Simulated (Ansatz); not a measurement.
# CoO (R3m) in Ansatz: a series of runs, part 2 of 2

Ansatz 0.2.0.

## 3. Density of states, RPBE+D4+U, collinear spin, program default start (volume scaled by 1.08)

File run.py:

```python
import json

import ase.io
import numpy as np

import ansatz as az

atoms = ase.io.read("POSCAR", format="vasp")

calculation = (
    az.Crystal.from_ase(atoms)
    .calculation()
    .kpoints(10, 10, 10)
    .functional("rpbe", dispersion="d4")
    .pseudopotentials(kind="nc", accuracy="standard")
    .hubbard(projectors="ortho-atomic")
    .hubbard("Co", "d", u_eff=3.0)
    .spin("collinear")
    .scf(extra_bands=6)
    .occupations(method="cold", width=0.1)
    .density_of_states(energy_step=0.05, projected=False, nscf_kmesh=(15, 15, 15))
    .forces()
    .stress()
    .band_table(publish=True)
)
outcome = calculation.run(threads=2, events_out="events.jsonl")

report = outcome.report
for line in open("events.jsonl"):
    event = json.loads(line)
    if event["event"] == "scf_iter":
        d = event["data"]
        print(f"SCF {d['iter']:3d}  HF = {d['harris_foulkes_ev']:.6f} eV  dr2 = {d['dr2_ev']:.2e} eV")
    elif event["event"] in ("relax_step", "md_step"):
        d = event["data"]
        print(f"{event['event']} {d['step']:3d}  E = {d['lagrangian_ev']:.6f} eV")
np.set_printoptions(precision=5, suppress=True, linewidth=110)
print("converged:", report["converged"], "after", report["n_iterations"], "iterations")
print(f"free energy {report['free_energy_ev']:.6f} eV, Fermi level {report['fermi_energy_ev']:.4f} eV")
for key in ("band_edges_ev", "magnetization_mub", "site_moments_mub", "site_moments_nc_mub", "forces_ev_ang",
                "stress_gpa"):
    if report.get(key) is not None:
        print(key, np.array(report[key]), sep="\n")
```

File POSCAR:

```
CoO
1.0
    1.6438544344      0.9490798002      2.6331620942
   -1.6438544344      0.9490798002      2.6331620942
    0.0000000000     -1.8981596004      2.6331620942
Co O
1 1
Direct
    0.9989783200      0.9989783200      0.9989783200
    0.7510210300      0.7510210300      0.7510210300
```

Potentials or basis: PseudoDojo standard.

Launch:

```
$ python run.py
```

Standard output:

```text
DeckWarning: basis.ecutwfc = 1306.14654 eV, auto-derived from the records' recommended cutoffs: set by Co (normal level)
PlacementWarning: RAYON_NUM_THREADS=2 ignored (pool sized by the plan → 2); use plan(threads=…)
RunWarning: this spin-polarised run has no starting moment large enough to seed its density, so its SCF can try parallel moments of its own, which can die out, and starts no order whose moments cancel. Behind that start scf.lower_state_search: light tries no other order and makes no probe for moments, and off searches nothing, so another order or size of moments can lie lower. To look for one, give starting moments (crystal.atom [...]
SCF   1  HF = -4618.098349 eV  dr2 = 4.48e+01 eV
SCF   2  HF = -4613.146315 eV  dr2 = 1.86e+00 eV
SCF   3  HF = -4611.428122 eV  dr2 = 7.80e-01 eV
SCF   4  HF = -4613.495836 eV  dr2 = 1.21e+00 eV
SCF   5  HF = -4613.984587 eV  dr2 = 2.60e-01 eV
SCF   6  HF = -4614.305975 eV  dr2 = 2.44e-01 eV
SCF   7  HF = -4615.221910 eV  dr2 = 6.33e-02 eV
SCF   8  HF = -4615.480566 eV  dr2 = 3.80e-02 eV
SCF   9  HF = -4615.469028 eV  dr2 = 1.70e-03 eV
SCF  10  HF = -4615.470614 eV  dr2 = 7.61e-04 eV
SCF  11  HF = -4615.470534 eV  dr2 = 7.16e-05 eV
SCF  12  HF = -4615.470588 eV  dr2 = 5.37e-06 eV
SCF  13  HF = -4615.470591 eV  dr2 = 4.91e-06 eV
SCF  14  HF = -4615.470593 eV  dr2 = 4.84e-07 eV
SCF  15  HF = -4615.470593 eV  dr2 = 1.83e-07 eV
SCF  16  HF = -4615.470593 eV  dr2 = 1.05e-09 eV
converged: True after 16 iterations
free energy -4615.470593 eV, Fermi level 10.1389 eV
band_edges_ev
[ 9.78218 10.3614 ]
magnetization_mub
3.000000183474345
site_moments_mub
[2.46676 0.20695]
forces_ev_ang
[[ 0.      -0.       0.3188 ]
 [-0.       0.      -0.31884]]
stress_gpa
[[-1.95952  0.       0.     ]
 [ 0.      -1.95952 -0.     ]
 [ 0.      -0.       3.60662]]
```

dos.tsv:

```text
# E-E_F[eV]	g_bin_mean(E)[states/eV]	N(E)	g_bin_mean_up(E)	g_bin_mean_dn(E)	N_up(E)	N_dn(E)
# format = ansatz-dos/2
# fermi_ev = 10.143113
# fermi_mp_grid = 15 15 15
# fermi_mp_shift = 0 0 0
# nscf_kmesh_grid = 15 15 15
# nscf_kmesh_shift = 0 0 0
# g_bin_mean(E): the states in a bin one row spacing wide, centred on E, divided by that spacing. States that the method places at a single energy (under output.dos.method: tetrahedron, those of a tetrahedron whose four corners have one energy) are counted whole in the row whose bin holds that energy (on the edge of two bins, in the lower row). The sum of g_bin_mean over a run of rows, times the row spacing, is the number of states from half a spacing under the first of them to half a spacing over the last (a plain sum, not the trapezoid rule).
-97.066308	0.000000e0	0.000000e0	0.000000e0	0.000000e0	0.000000e0	0.000000e0
-97.016308	0.000000e0	0.000000e0	0.000000e0	0.000000e0	0.000000e0	0.000000e0
-96.966308	0.000000e0	0.000000e0	0.000000e0	0.000000e0	0.000000e0	0.000000e0
-96.916308	0.000000e0	0.000000e0	0.000000e0	0.000000e0	0.000000e0	0.000000e0
-96.866308	0.000000e0	0.000000e0	0.000000e0	0.000000e0	0.000000e0	0.000000e0
-96.816308	0.000000e0	0.000000e0	0.000000e0	0.000000e0	0.000000e0	0.000000e0
[... 2353 lines left out ...]
20.883692	0.000000e0	3.600000e1	0.000000e0	0.000000e0	1.800000e1	1.800000e1
20.933692	0.000000e0	3.600000e1	0.000000e0	0.000000e0	1.800000e1	1.800000e1
```

occupation_matrices:

```text
# The occupation matrices of the corrected shells as a run of Ansatz 0.0.0 ended. An entry of
# hamiltonian.hubbard.sites starts from them by `starting_ns: <path of this file>`, where that key's refused
# combinations let it.
# Free energy -4615.470593 eV.
format: ansatz-occupation-matrices/1
state: converged
spin: collinear
projectors: ortho-atomic
projection_frame: null
lattice: # Å
  - [1.6438544343918593, 0.9490798002047001, 2.6331620942]
  - [-1.6438544343918593, 0.9490798002047001, 2.6331620942]
  - [0.0, -1.8981596004094, 2.6331620942]
atoms: # fractions of the lattice vectors, and the starting moment (μ_B)
  - {symbol: Co, position: [0.9989783200000001, 0.99897832, 0.99897832]}
  - {symbol: O, position: [0.75102103, 0.75102103, 0.7510210299999999]}
sites: # a site counts the atoms from 0
  - {site: 0, l: d, shell: 3, starting_ns: [{spin: up, occupation_matrix: site0_d_up}, {spin: down, occupation_matrix: site0_d_down}]} # 7.295 electrons, moment 2.665 μ_B, filled orbitals 5 + 2
occupation_matrices: # on the real harmonics m = 0, +1, -1, ... of the Cartesian axes; of spinors up first
  site0_d_up:
    matrix:
      - [0.9934717270324069, 0.0, 2.1169047417779474e-17, -5.1325114405927075e-17, 8.51098705401121e-17]
      - [0.0, 0.9973282688140213, -7.380706289195071e-17, -9.486769009248164e-20, 0.001915191841838613]
      - [2.1169047417779474e-17, -7.380706289195071e-17, 0.997328268814021, 0.0019151918418385395, -4.0657581468206416e-20]
      - [-5.1433534623175625e-17, -8.809142651444724e-20, 0.0019151918418385395, 0.9957955216246436, 5.421010862427522e-20]
      - [8.513697559442424e-17, 0.001915191841838613, -4.0657581468206416e-20, 5.421010862427522e-20, 0.9957955216246432]
  site0_d_down:
    matrix:
      - [0.11845729837109678, 1.6696713456276768e-17, 1.8648277366750676e-17, 5.692061405548898e-18, 2.417770844642675e-17]
      - [1.5829351718288365e-17, 0.6830958581702047, -5.0523821237824507e-17, -1.549731480296468e-17, 0.41691491352128823]
      - [1.7780915628762273e-17, -5.0306980803327406e-17, 0.6830958581702045, 0.4169149135212882, -1.3986208025063007e-17]
      - [5.9631119486702744e-18, -1.5710767105672763e-17, 0.4169149135212882, 0.4151614501782304, -2.168404344971009e-19]
      - [2.42861286636753e-17, 0.4169149135212882, -1.4094628242311558e-17, -2.168404344971009e-19, 0.4151614501782305]
```

Run time: 72 s. Hardware: 2 threads of Arm Neoverse V1, shared host; peak memory 1.3 GiB.

What came out:

| Property | Result |
| --- | --- |
| Free energy | -4615.4706 eV |
| Pressure | -0.1 GPa |
| Largest force | 0.319 eV/Å |
| Band gap on the k mesh | 0.58 eV, direct |
| Net moment | 3.00 μB per cell |
| Absolute moment | 3.00 μB per cell |
| Site moments | Co +2.47; O +0.21 μB |

Forces on the atoms (eV/Å):
```
Co   0.000  0.000  0.319
O    0.000  0.000 -0.319
```

States per cell in windows of 1 eV (zero at the valence-band top; states under -8 eV left out):
```
from (eV)    up  down
     -8.0  0.00  0.00
     -7.0  0.82  0.00
     -6.0  2.05  0.54
     -5.0  0.44  0.74
     -4.0  2.20  1.72
     -3.0  0.58  0.00
     -2.0  1.25  1.57
     -1.0  0.65  0.43
      0.0  0.00  0.00
      1.0  0.02  0.49
      2.0  0.06  1.24
      3.0  0.10  1.32
      4.0  0.16  0.13
      5.0  0.28  0.15
      6.0  0.37  0.24
      7.0  0.11  0.29
```

Eigenvalues of the final occupation matrices:
| site | spin | trace | eigenvalues |
| --- | --- | --- | --- |
| site 1 | 1 | 4.98 | 0.99 0.99 0.99 1.00 1.00 |
| site 1 | 2 | 2.32 | 0.11 0.11 0.12 0.99 0.99 |

Caveat: the potentials were made for another functional, which shifts forces and pressure; the magnetic or orbital state may not be the lowest; a cell with one magnetic atom can't hold antiferromagnetic order, which such compounds often take. The state reached can hang on the start; a lower one may exist.

## 4. Density of states, m-r2SCAN, collinear spin, ferromagnetic start (cell strained at random at fixed volume)

Changes to run.py since step 3:

```diff
@@ -8,2 +8,3 @@
 atoms = ase.io.read("POSCAR", format="vasp")
+atoms.set_initial_magnetic_moments([2.0, 0.0])
 
@@ -12,11 +13,9 @@
     .calculation()
-    .kpoints(10, 10, 10)
-    .functional("rpbe", dispersion="d4")
+    .kpoints(8, 8, 8)
+    .functional("mr2scan")
     .pseudopotentials(kind="nc", accuracy="standard")
-    .hubbard(projectors="ortho-atomic")
-    .hubbard("Co", "d", u_eff=3.0)
     .spin("collinear")
     .scf(extra_bands=6)
-    .occupations(method="cold", width=0.1)
-    .density_of_states(energy_step=0.05, projected=False, nscf_kmesh=(15, 15, 15))
+    .occupations(method="cold", width=0.15)
+    .density_of_states(energy_step=0.05, projected=False, nscf_kmesh=(12, 12, 12))
     .forces()
```

File POSCAR:

```
CoO
1.0
    1.5983750000      0.8805120000      2.5620510000
   -1.6082870000      0.8536070000      2.5779370000
   -0.0282570000     -1.8843350000      2.6241370000
Co O
1 1
Direct
    0.9989783200      0.9989783200      0.9989783200
    0.7510210300      0.7510210300      0.7510210300
```

Launch:

```
$ python run.py
```

Run time: 4 min. Hardware: 2 threads of Arm Neoverse V1, shared host; peak memory 2 GiB.

The run converged. Its results:

```yaml
Free_energy: -4672.9975 eV
Pressure: -16.5 GPa
Band_gap_on_the_k_mesh: none (metal or under the smearing width)
Net_moment: 1.61 μB per cell
Absolute_moment: 1.61 μB per cell
Site_moments: Co +1.32; O +0.11 μB
Density_of_states_at_the_Fermi_level: 2.13 states/eV per cell
```

Stress tensor (GPa, compression positive):
```
-16.98  -0.66   0.15
 -0.66 -16.99   1.25
  0.15   1.25 -15.57
```

Levels at points of the mesh, in eV from the Fermi level:
Spin up:
```
              k point  band 11  band 12  band 13  band 14  band 15  band 16
   (0.00, 0.00, 0.00)     0.27     0.82     0.88     0.97    14.64    15.00
  (0.00, 0.00, -0.50)    -1.50     0.07     0.10     6.05     7.39    14.17
  (0.00, -0.50, 0.00)    -1.51    -0.03     0.05     6.01     7.65    13.90
 (0.00, -0.50, -0.50)    -1.11    -1.06    -0.97     5.73    10.22    11.97
  (-0.50, 0.00, 0.00)    -1.51     0.00     0.09     6.04     7.52    14.08
 (-0.50, 0.00, -0.50)    -1.09    -1.03    -0.91     5.70    10.58    11.71
 (-0.50, -0.50, 0.00)    -1.02    -0.98    -0.95     5.68    11.05    11.34
(-0.50, -0.50, -0.50)    -1.52    -0.07    -0.03     6.03     7.67    14.05
```
Spin down:
| k point | band 9 | band 10 | band 11 | band 12 | band 13 | band 14 |
| --- | --- | --- | --- | --- | --- | --- |
| (0.00, 0.00, 0.00) | -1.15 | -1.02 | 0.60 | 1.82 | 1.87 | 1.93 |
| (0.00, 0.00, -0.50) | -0.89 | -0.86 | -0.37 | 1.06 | 1.07 | 6.37 |
| (0.00, -0.50, 0.00) | -0.87 | -0.85 | -0.45 | 0.99 | 1.02 | 6.33 |
| (0.00, -0.50, -0.50) | -1.33 | -0.73 | -0.58 | 0.19 | 0.24 | 6.18 |
| (-0.50, 0.00, 0.00) | -0.89 | -0.85 | -0.42 | 1.00 | 1.06 | 6.35 |
| (-0.50, 0.00, -0.50) | -1.28 | -0.76 | -0.50 | 0.19 | 0.28 | 6.15 |
| (-0.50, -0.50, 0.00) | -1.22 | -0.75 | -0.45 | 0.24 | 0.26 | 6.14 |
| (-0.50, -0.50, -0.50) | -0.87 | -0.86 | -0.51 | 0.94 | 0.97 | 6.34 |

States per cell in windows of 1 eV (zero at the Fermi level; states under -8 eV left out):
```csv
from (eV),up,down
-8.0,0.47,0.03
-7.0,1.18,0.98
-6.0,1.35,1.99
-5.0,0.00,0.00
-4.0,0.00,0.00
-3.0,0.53,0.00
-2.0,2.21,0.94
-1.0,1.51,1.75
0.0,0.75,1.59
1.0,0.03,0.73
2.0,0.06,0.06
3.0,0.09,0.08
4.0,0.13,0.11
5.0,0.21,0.17
6.0,0.29,0.27
7.0,0.23,0.30
```

Caveat: the meta-GGA runs on potentials made for a GGA; the magnetic or orbital state may not be the lowest; the potentials were made for another functional, which shifts forces and pressure; a cell with one magnetic atom can't hold antiferromagnetic order, which such compounds often take; semilocal functionals often make such compounds metallic where correlation or magnetic order opens a gap, which also shifts bond lengths.

## 5. Summary

| task | level | potentials or basis | spin | U | cell | k mesh | cutoff (eV) | smearing | double counting | points for each segment of the path | hubbard projectors | driver | gap on the mesh (eV) | pressure (GPa) | moment (μB) | largest force (eV/Å) |
| --- | --- | --- | --- | --- | --- | --- | --- | --- | --- | --- | --- | --- | --- | --- | --- | --- |
| band structure | PBEsol+D3(BJ)+U | Ansatz PAW | collinear, program default start | Co d U = 4 eV | volume scaled by 1.25 | 9 × 9 × 9 | 420 | fermi-dirac 0.01 eV | amf | 14 | ortho-atomic (the default) | - | 0.08 | -19.5 | 3.00 | 0.10 |
| density of states | RPBE+D4+U | PseudoDojo standard | collinear, program default start | Co d U = 3 eV | volume scaled by 1.08 | 10 × 10 × 10 | 1306 | cold 0.1 eV | fll (the default) | - | ortho-atomic | chain | 0.58 | -0.1 | 3.00 | 0.32 |
| density of states | m-r2SCAN | PseudoDojo standard | collinear, ferromagnetic start | - | cell strained at random at fixed volume | 8 × 8 × 8 | 1306 | cold 0.15 eV | - | - | - | chain | none | -16.5 | 1.61 | - |

Caveats: the magnetic or orbital state may not be the lowest; a cell with one magnetic atom can't hold antiferromagnetic order, which such compounds often take; the potentials were made for another functional, which shifts forces and pressure (some runs); the k mesh misses the band edges, so the gap on the mesh is wider than the one along the path (some runs); the PAW data sets come from PBE, with cores solved anew for the run's functional, which leaves a small shift of forces and pressure (some runs); the meta-GGA runs on potentials made for a GGA (some runs); semilocal functionals often make such compounds metallic where correlation or magnetic order opens a gap, which also shifts bond lengths (some runs).

Total energies depend on the potentials used, so only differences within one code and one set of settings carry meaning.
